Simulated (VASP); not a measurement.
# SnO (P4/nmm) in VASP: a series of runs

One crystal, SnO, is run at these levels: LDA, PBE+D3, rev-vdW-DF2; tasks: density of states, band structure, phonons.

Program: VASP 6.6.1. These are calculated values, not measurements. Logs are shortened: lines on timing, memory, paths and dates and some standing lists are left out, and cuts for length are marked.

**1. The crystal as given**

It takes space group P4/nmm (No. 129, tetragonal). The conventional cell has a = 3.814 Å, b = 3.814 Å, c = 4.887 Å, α = 90.00°, β = 90.00°, γ = 90.00°. Sn (site symmetry 4mm) has 4 O at 2.23 Å as nearest neighbours. O (site symmetry -4m2) has 4 Sn at 2.23 Å as nearest neighbours.

The cell is a database's computed one.

**2. Density of states, LDA**

run.py

```python
from ase import Atoms
from ase.calculators.vasp import Vasp
from ase.dft.dos import DOS

atoms = Atoms(
    ['Sn', 'Sn', 'O', 'O'],
    cell=[[3.81369522, 0.0, 0.0], [0.0, 3.81369522, 0.0], [0.0, 0.0, 4.8869133]],
    scaled_positions=[[0.5, 0.0, 0.76462614], [0.0, 0.5, 0.23537386], [0.0, 0.0, 0.0], [0.5, 0.5, 0.0]],
    pbc=True,
)
calc = Vasp(
    directory='calc',
    xc='lda',
    pp='LDA',
    setups={'base': 'minimal', 'Sn': '_d', 'O': '_h'},
    prec='Accurate',
    encut=900,
    ediff=1e-06,
    ismear=-5,
    sigma=0.05,
    lreal=False,
    lasph=True,
    nelm=80,
    algo='Fast',
    isif=2,
    lwave=False,
    lcharg=False,
    lorbit=11,
    kpts=[7, 7, 6],
    gamma=True,
    nbands=28,
)
atoms.calc = calc

print('energy (eV):', atoms.get_potential_energy())
print('free energy (eV):', atoms.get_potential_energy(force_consistent=True))
print('forces (eV/A):')
print(atoms.get_forces())
print('stress (eV/A^3, Voigt):', atoms.get_stress())
print('Fermi level (eV):', calc.get_fermi_level())
dos = DOS(calc, width=0.2, window=(-10, 10), npts=201)
print('E - E_F (eV), DOS (1/eV)')
for e, g in zip(dos.get_energies(), dos.get_dos()):
    print(f'{e:8.3f} {g:10.4f}')
```

Potentials or basis: VASP PAW LDA potentials, release 64 (Sn_d, O_h).

On the command line:

```console
$ python run.py
```

Standard output:

```text
energy (eV): -25.71082365
free energy (eV): -25.71082365
forces (eV/A):
[[ 0.          0.          0.13941399]
 [-0.          0.         -0.13941399]
 [ 0.          0.          0.        ]
 [ 0.         -0.          0.        ]]
stress (eV/A^3, Voigt): [ 0.02104107  0.02104107  0.01781465 -0.         -0.         -0.        ]
Fermi level (eV): 6.9202147
E - E_F (eV), DOS (1/eV)
 -10.000     0.0000
  -9.900     0.0000
  -9.800     0.0000
  -9.700     0.0001
  -9.600     0.0009
  -9.500     0.0082
  -9.400     0.0491
  -9.300     0.1921
  -9.200     0.5042
  -9.100     0.9381
  -9.000     1.3788
  -8.900     1.8288
  -8.800     2.2390
  -8.700     2.3107
  -8.600     2.0133
  -8.500     1.8659
  -8.400     2.1656
  -8.300     2.4834
  -8.200     2.3171
  -8.100     1.7447
  -8.000     1.1883
  -7.900     0.9458
  -7.800     1.0489
  -7.700     1.3061
  -7.600     1.3884
  -7.500     1.1396
  -7.400     0.8029
  -7.300     0.6581
  -7.200     0.6713
  -7.100     0.7248
  -7.000     0.8095
  -6.900     0.9497
  -6.800     1.1680
  -6.700     1.3877
  -6.600     1.4812
  -6.500     1.5518
  -6.400     1.8519
  -6.300     2.3602
  -6.200     2.7072
  -6.100     2.5922
  -6.000     2.2913
  -5.900     2.3752
  -5.800     2.7585
  -5.700     2.8536
  -5.600     2.6318
  -5.500     2.4912
  -5.400     2.4887
  -5.300     2.5924
  -5.200     2.8244
  -5.100     2.8446
  -5.000     2.3806
  -4.900     1.7360
  -4.800     1.3660
  -4.700     1.4661
  -4.600     1.9235
  -4.500     2.3553
  -4.400     2.4121
  -4.300     2.1418
  -4.200     1.8265
  -4.100     1.6852
  -4.000     1.8650
  -3.900     2.2765
  -3.800     2.5091
  -3.700     2.3428
  -3.600     2.1266
  -3.500     2.1864
  -3.400     2.3360
  -3.300     2.3768
  -3.200     2.4434
  -3.100     2.6290
  -3.000     2.7685
  -2.900     2.8036
  -2.800     2.8690
  -2.700     2.8641
  -2.600     2.5883
  -2.500     2.1681
  -2.400     1.8808
  -2.300     1.8084
  -2.200     1.9035
  -2.100     2.1527
  -2.000     2.4630
  -1.900     2.5973
  -1.800     2.3546
  -1.700     1.7618
  -1.600     1.0722
  -1.500     0.5784
  -1.400     0.4403
  -1.300     0.5895
  -1.200     0.7973
  -1.100     0.9191
  -1.000     0.9671
  -0.900     0.9392
  -0.800     0.7749
  -0.700     0.5021
  -0.600     0.2815
  -0.500     0.2437
  -0.400     0.3397
  -0.300     0.4060
  -0.200     0.3656
  -0.100     0.2627
   0.000     0.1512
   0.100     0.0745
   0.200     0.0576
   0.300     0.0774
   0.400     0.0976
   0.500     0.1313
   0.600     0.2105
   0.700     0.2945
   0.800     0.3093
   0.900     0.2452
   1.000     0.1557
   1.100     0.1298
   1.200     0.2477
   1.300     0.5162
   1.400     0.8516
   1.500     1.1697
   1.600     1.4871
   1.700     1.8161
   1.800     1.9970
   1.900     1.9216
   2.000     1.8091
   2.100     1.9330
   2.200     2.2465
   2.300     2.4615
   2.400     2.3672
   2.500     2.0008
   2.600     1.6511
   2.700     1.6530
   2.800     2.0785
   2.900     2.6136
   3.000     2.8772
   3.100     2.7791
   3.200     2.4191
   3.300     1.9040
   3.400     1.3600
   3.500     0.9794
   3.600     0.8812
   3.700     0.9909
   3.800     1.1794
   3.900     1.3415
   4.000     1.4326
   4.100     1.4880
   4.200     1.5277
   4.300     1.5839
   4.400     1.6840
   4.500     1.7495
   4.600     1.7062
   4.700     1.7459
   4.800     2.0965
   4.900     2.5765
   5.000     2.8318
   5.100     2.6729
   5.200     2.1487
   5.300     1.6156
   5.400     1.4552
   5.500     1.6498
   5.600     1.8524
   5.700     1.9221
   5.800     2.1348
   5.900     2.6697
   6.000     3.2526
   6.100     3.5076
   6.200     3.3175
   6.300     2.8515
   6.400     2.5135
   6.500     2.5646
   6.600     2.7695
   6.700     2.7192
   6.800     2.3475
   6.900     1.9550
   7.000     1.7534
   7.100     1.6179
   7.200     1.4250
   7.300     1.2473
   7.400     1.1270
   7.500     1.0399
   7.600     1.0309
   7.700     1.1338
   7.800     1.2654
   7.900     1.3086
   8.000     1.2970
   8.100     1.3959
   8.200     1.6173
   8.300     1.7743
   8.400     1.7941
   8.500     1.7846
   8.600     1.7953
   8.700     1.7868
   8.800     1.7392
   8.900     1.6768
   9.000     1.5962
   9.100     1.4918
   9.200     1.4371
   9.300     1.4026
   9.400     1.2947
   9.500     1.1991
   9.600     1.1776
   9.700     1.1058
   9.800     0.9200
   9.900     0.6797
  10.000     0.4618
```

Wall time 5.5 min (1 thread of AMD EPYC, shared host); peak memory 0.27 GiB.

Results:

```yaml
Free_energy: -25.7108 eV
Pressure: -3.2 GPa
Largest_force: 0.139 eV/Å
Band_gap_on_the_k_mesh: 0.44 eV, indirect (least direct gap 1.97 eV)
Valence_electrons_inside_the_program's_atomic_spheres: Sn 12.15; O 3.34
```

Forces on the atoms (eV/Å):
```
Sn   0.000  0.000  0.139
Sn   0.000  0.000 -0.139
O    0.000  0.000  0.000
O    0.000  0.000  0.000
```

Stress tensor (GPa, compression positive):
```
-3.37  0.00  0.00
 0.00 -3.37  0.00
 0.00  0.00 -2.85
```

States per cell in windows of 1 eV (zero at the valence-band top; states under -8 eV left out):
```
from (eV)  total  O3_p  O4_p  Sn1_p  Sn2_p  Sn1_s  Sn2_s
     -8.0   0.95  0.08  0.08   0.02   0.02   0.17   0.17
     -7.0   1.41  0.17  0.17   0.08   0.08   0.10   0.10
     -6.0   2.76  0.42  0.42   0.18   0.18   0.06   0.06
     -5.0   2.00  0.37  0.37   0.10   0.10   0.02   0.02
     -4.0   2.28  0.46  0.46   0.10   0.10   0.03   0.03
     -3.0   2.39  0.41  0.41   0.12   0.12   0.12   0.12
     -2.0   1.60  0.17  0.17   0.11   0.11   0.19   0.19
     -1.0   0.43  0.05  0.05   0.02   0.02   0.07   0.07
      0.0   0.06  0.00  0.00   0.01   0.01   0.00   0.00
      1.0   1.04  0.04  0.04   0.14   0.14   0.03   0.03
      2.0   2.12  0.12  0.12   0.25   0.25   0.12   0.12
      3.0   1.60  0.10  0.10   0.21   0.21   0.09   0.09
      4.0   1.66  0.09  0.09   0.25   0.25   0.04   0.04
      5.0   2.15  0.11  0.11   0.43   0.43   0.03   0.03
      6.0   3.15  0.22  0.22   0.68   0.68   0.03   0.03
      7.0   0.96  0.05  0.05   0.14   0.14   0.01   0.01
```

Caveat: the cutoff is under 1.25 times the usual one of these potentials, so pressure, stress and relaxed cells hold a basis-set (Pulay) error; spin-orbit coupling is left out, which moves the levels of the heavy elements; an odd mesh through Γ misses points on the zone boundary, where band edges often lie. As with any semilocal functional, this LDA gap is likely too small.

**3. Density of states, PBE+D3**

POSCAR

```
SnO
1.0
    3.8136952200      0.0000000000      0.0000000000
    0.0000000000      3.8136952200      0.0000000000
    0.0000000000      0.0000000000      4.8869133000
Sn O
2 2
Cartesian
    1.9068476100      0.0000000000      3.7366616531
    0.0000000000      1.9068476100      1.1502516469
    0.0000000000      0.0000000000      0.0000000000
    1.9068476100      1.9068476100      0.0000000000
```

INCAR.step1

```
PREC = Accurate
ENCUT = 520
EDIFF = 1E-6
ISMEAR = -1
SIGMA = 0.05
LREAL = F
LASPH = T
NELM = 60
ALGO = Fast
ISIF = 2
LWAVE = F
LCHARG = T
GGA = PE
IVDW = 11
```

KPOINTS.step1

```
Automatic mesh
0
Gamma
  7 7 6
```

INCAR.step2

```
PREC = Accurate
ENCUT = 520
EDIFF = 1E-6
ISMEAR = -5
SIGMA = 0.05
LREAL = F
LASPH = T
NELM = 60
ALGO = Fast
ISIF = 2
LWAVE = F
LCHARG = F
GGA = PE
IVDW = 11
LORBIT = 11
NEDOS = 1001
ICHARG = 11
```

KPOINTS.step2

```
Automatic mesh
0
Gamma
  11 11 9
```

Potentials or basis: VASP PAW PBE potentials, release 64 (Sn_d, O).

On the command line:

```console
$ cat potpaw_PBE.64/Sn_d/POTCAR potpaw_PBE.64/O/POTCAR > POTCAR
$ cp INCAR.step1 INCAR
$ cp KPOINTS.step1 KPOINTS
$ mpirun -np 1 vasp_std > vasp.out
$ cp INCAR.step2 INCAR
$ cp KPOINTS.step2 KPOINTS
$ mpirun -np 1 vasp_std > vasp.out
```

OUTCAR:

```text
PREC = Accurate
   ENCUT = 520
   EDIFF = 1E-6
   ISMEAR = -5
   LREAL = F
   LASPH = T
   NELM = 60
   ISIF = 2
   GGA = PE
   IVDW = 11
   LORBIT = 11
   ICHARG = 11
 IVDW          = 11

 ion  position               nearest neighbor table
   1  0.500  0.000  0.765-   3 2.23   4 2.23   4 2.23   3 2.23   2 3.54   2 3.54   2 3.54   2 3.54
                             2 3.74   2 3.74   2 3.74   2 3.74
   2  0.000  0.500  0.235-   3 2.23   4 2.23   3 2.23   4 2.23   1 3.54   1 3.54   1 3.54   1 3.54
                             1 3.74   1 3.74   1 3.74   1 3.74
   3  0.000  0.000  0.000-   1 2.23   2 2.23   2 2.23   1 2.23
   4  0.500  0.500  0.000-   1 2.23   2 2.23   1 2.23   2 2.23

  LATTYP: Found a simple tetragonal cell.
 ALAT       =     3.8136952200
 C/A-ratio  =     1.2814116016

  Lattice vectors:

 A1 = (   3.8136952200,   0.0000000000,   0.0000000000)
 A2 = (   0.0000000000,   3.8136952200,   0.0000000000)
 A3 = (   0.0000000000,   0.0000000000,   4.8869133000)

Analysis of symmetry for initial positions (statically):
=====================================================================
 Subroutine PRICEL returns:
 Original cell was already a primitive cell.

 Routine SETGRP: Setting up the symmetry group for a
 simple tetragonal supercell.

 Subroutine GETGRP returns: Found 16 space group operations
 (whereof  8 operations were pure point group operations)
 out of a pool of 16 trial point group operations.

The static configuration has the point symmetry D_2d.
 The point group associated with its full space group is D_4h.

Analysis of symmetry for dynamics (positions and initial velocities):
=====================================================================
 Subroutine PRICEL returns:
 Original cell was already a primitive cell.

 Routine SETGRP: Setting up the symmetry group for a
 simple tetragonal supercell.

 Subroutine GETGRP returns: Found 16 space group operations
 (whereof  8 operations were pure point group operations)
 out of a pool of 16 trial point group operations.
[... 137 lines left out ...]
   LEPSILON=     F    determine dielectric tensor
   LRPA    =     F    only Hartree local field effects (RPA)
 non-spin polarized calculation
 RMM-DIIS sequential band-by-band and
 Fermi weights with tetrahedron method with Bloechl corrections
  energy-cutoff  :      520.00
  volume of cell :       71.08
 maximum number of plane-waves:      1931

 number of electron      39.9999978 magnetization

 Free energy of the ion-electron system (eV)
  ---------------------------------------------------
  ext. energy  EPLUGINS =         0.00000000
  ---------------------------------------------------
  free energy    TOTEN  =       -22.68552975 eV

  energy without entropy =      -22.68552975  energy(sigma->0) =      -22.68552975

 E-fermi :   7.0221     XC(G=0): -10.1724

 val. band max:        7.0107635164   @ k =   0.0909   0.0000   0.0000
 cond. band min:       7.2630908574   @ k =   0.4545   0.4545   0.0000
 fundamental gap:      0.2523273410
 Fermi energy:         7.0221236619

 k-point     1 :       0.0000    0.0000    0.0000
  band No.  band energies     occupation
      1     -14.9984      2.00000
      2     -14.5635      2.00000
      3     -14.5612      2.00000
      4     -14.5612      2.00000
      5     -14.5151      2.00000
      6     -14.5070      2.00000
[... 637 lines left out ...]
     23      11.5705      0.00000
     24      12.1120      0.00000

 [... further k-points ...]

------------------------ aborting loop because EDIFF is reached ----------------------------------------

 Edisp (eV)   -0.51568

 E8    (eV) :    -0.2460

  FORCE on cell =-STRESS in cart. coord.  units (eV):
  Direction    XX          YY          ZZ          XY          YZ          ZX
  --------------------------------------------------------------------------------------
  -------------------------------------------------------------------------------------
  Total       1.25733     1.25733     0.82410     0.00000     0.00000     0.00000
  in kB      28.34222    28.34222    18.57648     0.00000     0.00000     0.00000
  external pressure =       25.09 kB  Pullay stress =        0.00 kB

 VOLUME and BASIS-vectors are now :
 -----------------------------------------------------------------------------
  energy-cutoff  :      520.00
  volume of cell :       71.08
      direct lattice vectors                 reciprocal lattice vectors
     3.813695220  0.000000000  0.000000000     0.262212878  0.000000000  0.000000000
     0.000000000  3.813695220  0.000000000     0.000000000  0.262212878  0.000000000
     0.000000000  0.000000000  4.886913300     0.000000000  0.000000000  0.204628144

 POSITION                                       TOTAL-FORCE (eV/Angst)
 -----------------------------------------------------------------------------------
      1.90685      0.00000      3.73666         0.000000      0.000000     -0.462166
      0.00000      1.90685      1.15025        -0.000000      0.000000      0.462166
      0.00000      0.00000      0.00000         0.000000      0.000000      0.000000
      1.90685      1.90685      0.00000        -0.000000     -0.000000      0.000000
 -----------------------------------------------------------------------------------
    total drift:                                0.000000      0.000000      0.000000

  FREE ENERGIE OF THE ION-ELECTRON SYSTEM (eV)
  ---------------------------------------------------
  free  energy   TOTEN  =       -23.2012071270 eV

  energy  without entropy=      -23.2012071270  energy(sigma->0) =      -23.20120713

 total charge

# of ion       s       p       d       tot
------------------------------------------
    1        1.257   0.791  10.076  12.123
    2        1.257   0.791  10.076  12.123
    3        1.577   3.439   0.000   5.016
    4        1.577   3.439   0.000   5.016
--------------------------------------------------
tot          5.668   8.459  20.151  34.279
```

OUTCAR.step1:

```text
PREC = Accurate
   ENCUT = 520
   EDIFF = 1E-6
   ISMEAR = -1
   LREAL = F
   LASPH = T
[... 887 lines left out ...]
      1.90685      0.00000      3.73666        -0.000000      0.000000     -0.464430
      0.00000      1.90685      1.15025         0.000000      0.000000      0.464430
      0.00000      0.00000      0.00000         0.000000     -0.000000      0.000000
      1.90685      1.90685      0.00000         0.000000      0.000000      0.000000
 -----------------------------------------------------------------------------------
    total drift:                                0.000000      0.000000      0.000000

  FREE ENERGIE OF THE ION-ELECTRON SYSTEM (eV)
  ---------------------------------------------------
  free  energy   TOTEN  =       -23.2009616116 eV

  energy  without entropy=      -23.2006777279  energy(sigma->0) =      -23.20081967
```

OSZICAR.step1:

```text
N       E                     dE             d eps       ncg     rms          rms(c)
DAV:   1     0.396863687774E+03    0.39686E+03   -0.20761E+04  1960   0.254E+03
DAV:   2     0.288987506664E+02   -0.36796E+03   -0.36086E+03  2088   0.579E+02
DAV:   3    -0.243431168124E+02   -0.53242E+02   -0.52717E+02  2336   0.192E+02
DAV:   4    -0.263426684904E+02   -0.19996E+01   -0.19978E+01  2144   0.417E+01
DAV:   5    -0.263984521357E+02   -0.55784E-01   -0.55769E-01  2536   0.710E+00    0.117E+01
RMM:   6    -0.225769969701E+02    0.38215E+01   -0.16356E+01  2367   0.209E+01    0.426E+00
RMM:   7    -0.226843317633E+02   -0.10733E+00   -0.22752E+00  2556   0.910E+00    0.262E+00
RMM:   8    -0.226906540629E+02   -0.63223E-02   -0.45280E-01  2519   0.423E+00    0.856E-01
RMM:   9    -0.226842883366E+02    0.63657E-02   -0.18187E-01  2769   0.191E+00    0.418E-01
RMM:  10    -0.226857715047E+02   -0.14832E-02   -0.19015E-02  2580   0.965E-01    0.276E-01
RMM:  11    -0.226852300832E+02    0.54142E-03   -0.40259E-03  2702   0.502E-01    0.283E-02
RMM:  12    -0.226852687834E+02   -0.38700E-04   -0.75850E-04  2742   0.217E-01    0.362E-02
RMM:  13    -0.226852830950E+02   -0.14312E-04   -0.15714E-04  2908   0.835E-02    0.119E-02
RMM:  14    -0.226852839562E+02   -0.86123E-06   -0.23142E-05  2448   0.294E-02    0.163E-03
RMM:  15    -0.226852842394E+02   -0.28325E-06   -0.32433E-06  1676   0.133E-02
   1 F= -.23200962E+02 E0= -.23200820E+02  d E =-.283884E-03
```

It took 5.5 min on 1 thread of AMD EPYC, shared host; peak memory 0.24 GiB.

Results:

```yaml
Valence_electrons_inside_the_program's_atomic_spheres: Sn 12.12; O 5.02
Dispersion_energy_per_atom: -0.129 eV
```

Levels at points of the mesh, in eV from the valence-band top:
```
           k point  band 18  band 19  band 20  band 21  band 22  band 23
(0.00, 0.00, 0.00)    -3.18    -3.18     0.00     2.04     4.27     4.74
```

States per cell in windows of 1 eV (zero at the valence-band top; states under -8 eV left out):
```
from (eV)  total  O3_p  O4_p  Sn1_p  Sn2_p  Sn1_s  Sn2_s
     -8.0   1.08  0.15  0.15   0.01   0.01   0.21   0.21
     -7.0   1.58  0.30  0.30   0.09   0.09   0.10   0.10
     -6.0   2.78  0.66  0.66   0.18   0.18   0.06   0.06
     -5.0   1.94  0.54  0.54   0.09   0.09   0.02   0.02
     -4.0   2.41  0.71  0.71   0.10   0.10   0.03   0.03
     -3.0   2.36  0.54  0.54   0.13   0.13   0.14   0.14
     -2.0   1.30  0.19  0.19   0.09   0.09   0.16   0.16
     -1.0   0.43  0.07  0.07   0.02   0.02   0.07   0.07
      0.0   0.10  0.00  0.00   0.01   0.01   0.00   0.00
      1.0   0.97  0.05  0.05   0.13   0.13   0.03   0.03
      2.0   2.20  0.17  0.17   0.26   0.26   0.12   0.12
      3.0   1.60  0.13  0.13   0.20   0.20   0.10   0.10
      4.0   1.70  0.11  0.11   0.26   0.26   0.04   0.04
      5.0   1.36  0.07  0.07   0.29   0.29   0.02   0.02
      6.0   0.06  0.00  0.00   0.01   0.01   0.00   0.00
```

(Continued in part 2 of 2.)
